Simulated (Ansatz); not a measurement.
**Elastic constants of AlGaN2 at 3 GPa (stress–strain coefficients): input and output**

Computed with Ansatz, DFT LDA, scalar-relativistic, plane waves, PAW.

Launched with:
```bash
ansatz run input.yaml --threads 1 --pin off --max-ram 3072MiB --backend cpu --events-out ev --progress --plain --runs-dir out
```

Input (bare energies are in eV):
```yaml
crystal:
  lattice:
    - [3.1009372611, 0.0, 0.0]
    - [0.0, 3.1009372611, 0.0]
    - [0.0, 0.0, 4.362923496]
  atoms:
    - { symbol: Al, position: [0.5, 0.5, 0.5] }
    - { symbol: Ga, position: [0.0, 0.0, 0.0] }
    - { symbol: "N", position: [0.5, 0.0, 0.740001965] }
    - { symbol: "N", position: [0.0, 0.5, 0.259998035] }
basis:
  ecutwfc: 420
kpoints:
  mp_grid: { grid: [8, 8, 6] }
hamiltonian:
  xc: lda
scf:
  occupations: { method: fixed }
output:
  forces: true
  stress: true
  eigenvalues: true
  polarization: {}
elastic:
  mode: relaxed_ion
  stencil: two_point
```

From the output:
```
--- Elastic constants: 4 strain directions × 2 members + reference (group order 8) ---
  dense FFT box of the reference and of every strained cell: 24×24×30
  strains applied: 11, 33, 23, 12; error gains: componentwise 1.00 (the most a stress slope's error grows in a printed constant), spectral 1.41 (1 for all six strains in a standard setting)
  reference relaxed by the batch: 3 steps; max|allowed force component| 2.48e-4 eV/Å at the deck's positions, 1.63e-8 at the last accepted step, 1.04e-7 by the solve of record
  largest displacement 9.4e-6 Å; the constants are those of the deck's cell at these positions:
  atoms:
    - { symbol: Al, position: [0.5, 0.5, 0.5] }
    - { symbol: Ga, position: [-1.4944736182885124e-34, 0.0, 0.0] }
    - { symbol: N, position: [0.5, 0.0, 0.7399998177138585] }
    - { symbol: N, position: [5.82262448683836e-36, 0.5, 0.2600001822861416] }
  C = ∂σ_k/∂η_j (tension-positive GPa; Voigt order 11 22 33 23 13 12):
       417.361     66.181    175.143      0.000      0.000      0.000
        66.181    417.361    175.143      0.000      0.000      0.000
       174.899    174.899    300.676      0.000      0.000      0.000
         0.000      0.000      0.000    172.740      0.000     -0.000
         0.000     -0.000      0.000      0.000    172.740      0.000
         0.000      0.000      0.000      0.000      0.000     66.505
  reference stress σ⁰ (GPa):     -2.997     -2.997     -2.991     -0.000      0.000     -0.000
  C* (energy form; C + prestress term) asymmetry max|C*_kj − C*_jk| = 2.391e-1 GPa — a small one proves nothing (zero by symmetry where the batch's group is 432, −43m or m−3m); a large one is finite-difference/SCF noise where every solve ...
  moduli (Voigt/Reuss/Hill, GPa): K = 218.65/218.61/218.63   G = 130.34/104.37/117.36   E = 298.64   ν = 0.272
  mechanically stable: yes (min eigenvalue of sym C = 66.50 GPa)
  e, the proper piezoelectric tensor (elastic.mode: relaxed_ion; C/m²; rows x y z; Voigt order 11 22 33 23 13 12):
      -0.00000   -0.00000   -0.00000    0.00000   -0.58014    0.00000
       0.00000    0.00000    0.00000    0.58014    0.00000   -0.00000
      -0.62614    0.62614    0.00000    0.00000    0.00000    0.00000
  ±, each entry's uncertainty from the finite density of the strings (C/m²), an estimate: the size of the correction for it that the entry includes:
       0.00000    0.00000    0.00000    0.00000    0.00538    0.00000
       0.00000    0.00000    0.00000    0.00538    0.00000    0.00000
       0.00602    0.00602    0.00000    0.00000    0.00000    0.00000
  the group's symmetry takes up to 5.6e-8 C/m² out of the measured responses: error of the strings' finite density and of the mesh across them, as far as it breaks the symmetry (raise kpoints.mp_grid and any string_points); the largest step ...
  strain η (Voigt 11):  stress-route row diagonal C_11 = 417.36 GPa, energy-path curvature d²(F+E_count+ΔE)/dδ²/Ω₀ = 418.81 GPa
         δ    σ_11 (GPa) F (eV) n_scf n_hpsi n_pw
    -2.000e-3      -3.8348       -4971.8845727       2   15335    832   relax 5 steps, max|allowed force component| 3.25e-5 eV/Å
     2.000e-3      -2.1654       -4971.8877430       2   15265    840   relax 5 steps, max|allowed force component| 3.32e-5 eV/Å
  strain η (Voigt 33):  stress-route row diagonal C_33 = 300.68 GPa, energy-path curvature d²(F+E_count+ΔE)/dδ²/Ω₀ = 300.39 GPa
         δ    σ_33 (GPa) F (eV) n_scf n_hpsi n_pw
    -2.000e-3      -3.5933       -4971.8846957       2    8973    832   relax 3 steps, max|allowed force component| 8.24e-8 eV/Å
     2.000e-3      -2.3906       -4971.8877549       2    8990    838   relax 3 steps, max|allowed force component| 1.57e-8 eV/Å
  strain η (Voigt 23):  stress-route row diagonal C_44 = 172.74 GPa, energy-path curvature d²(F+E_count+ΔE)/dδ²/Ω₀ = 174.52 GPa
         δ    σ_23 (GPa) F (eV) n_scf n_hpsi n_pw
    -2.000e-3      -0.3455       -4971.8862992       2   19441    836   relax 5 steps, max|allowed force component| 2.33e-6 eV/Å
     2.000e-3       0.3455       -4971.8862992       2   19401    836   relax 5 steps, max|allowed force component| 2.33e-6 eV/Å
  strain η (Voigt 12):  stress-route row diagonal C_66 = 66.50 GPa, energy-path curvature d²(F+E_count+ΔE)/dδ²/Ω₀ = 68.58 GPa
         δ    σ_12 (GPa) F (eV) n_scf n_hpsi n_pw
    -2.000e-3      -0.1330       -4971.8863363       2   12746    838   relax 1 steps, max|allowed force component| 3.44e-5 eV/Å
     2.000e-3       0.1330       -4971.8863363       2   12733    838   relax 1 steps, max|allowed force component| 3.44e-5 eV/Å
--- Formal polarisation (Berry phase): one branch of a lattice of values; only differences between neighbouring runs are physical ---
  axis mesh electronic ionic p = total spread (rad) least overlap resolved gap  δp at fixed H ≤   (phases in cycles; p mod 1; gap in eV; gap and δp judge the states as solved, not the mesh's step, its ...
  b1    8×8×6          -0.00000000     4.00000000     4.00000000      0.000000         0.9123        3.1611           3.0e-6
  b2    8×8×6          -0.00000000     4.00000000     4.00000000      0.000000         0.9123        3.1611           3.0e-6
  b3    8×8×6           0.00000000     6.50000000     6.50000000      0.086512         0.9287        3.1611           2.0e-6
  quantum along a1:   0.07391446 e/Å² =   118.424025 µC/cm²
  quantum along a2:   0.07391446 e/Å² =   118.424025 µC/cm²
  quantum along a3:   0.10399538 e/Å² =   166.618966 µC/cm²
  P = (  0.29565785,   0.29565785,   0.67596996) e/Å² = (  473.696099,   473.696099,  1083.023278) µC/cm²  (mod the quanta)
```

The run took 4 min on 1 thread of Intel(R) Xeon(R) Platinum 8488C (Sapphire Rapids) (shared host), peak memory 0.49 GiB.